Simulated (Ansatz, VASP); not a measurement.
**One calculation of CoSi, two programs**

INCAR

```
SYSTEM = CoSi
  ALGO = Normal
  EDIFF = 1E-7
  ENCUT = 520
  GGA = PE
  ISIF = 2
  ISMEAR = -1
  ISPIN = 2
  LASPH = .True.
  LCHARG = .False.
  LMAXMIX = 4
  LORBIT = 11
  LREAL = .False.
  LWAVE = .False.
  MAGMOM = 2 0
  NBANDS = 18
  NELM = 150
  PREC = Accurate
  SIGMA = 0.05
```

The input KPOINTS:

```
k-points
0
Gamma
  10 10 10
  0 0 0
```

The input POSCAR:

```
CoSi
1.0
    2.8179346973      0.0000000000      0.0000000000
    0.0000000000      2.8179346973      0.0000000000
    0.0000000000      0.0000000000      2.8179346973
Co Si
1 1
Direct
    0.0000000000      0.0000000000      0.0000000000
    0.5000000000      0.5000000000      0.5000000000
```

File input.yaml:

```yaml
crystal:
  lattice:
    - [2.8179346973, 0.0, 0.0]
    - [0.0, 2.8179346973, 0.0]
    - [0.0, 0.0, 2.8179346973]
  atoms:
    - { symbol: Co, position: [0.0, 0.0, 0.0], spin: 2.0 }
    - { symbol: Si, position: [0.5, 0.5, 0.5] }
kpoints:
  mp_grid: { grid: [10, 10, 10] }
scf:
  occupations: { method: fermi_dirac, width: 0.05 }
hamiltonian:
  xc: pbe
  pseudopotentials: { kind: all_electron, lapw: { basis_error: 0.0005 } }
magnetization:
  spin_polarized: true
output:
  forces: true
  stress: true
  eigenvalues: true
```

Change from the starting cell: volume scaled by 1.04.

Alike in both runs: task single point; functional PBE; k mesh 10 × 10 × 10; occupations fermi-dirac, width 0.05 eV; collinear spin.

```csv
,VASP,Ansatz
version,VASP 6.6.1,Ansatz 0.2.0
potentials or method,"VASP PAW PBE potentials, release 64 (Co, Si)","all-electron LAPW, scalar-relativistic"
plane-wave cutoff (eV),520,see its input
```

VASP gave:

* gap on the k mesh at the Fermi level (eV): none
* pressure (GPa): -7.2
* net moment per atom (μB): 0.28
* size of the moment on the site where the two differ most (μB): 0.57

**Question.** What did Ansatz give for the same quantities?

**Answer.** gap on the k mesh at the Fermi level (eV): none; pressure (GPa): -7.1; net moment per atom (μB): 0.29; size of the moment on the site where the two differ most (μB): 0.59.

Site moments also hang on the region over which each program counts them. A gap of «none» marks a metal or a gap that the smearing closes. Ansatz ran all-electron here, so the differences hold the error of VASP's frozen core and of both bases.
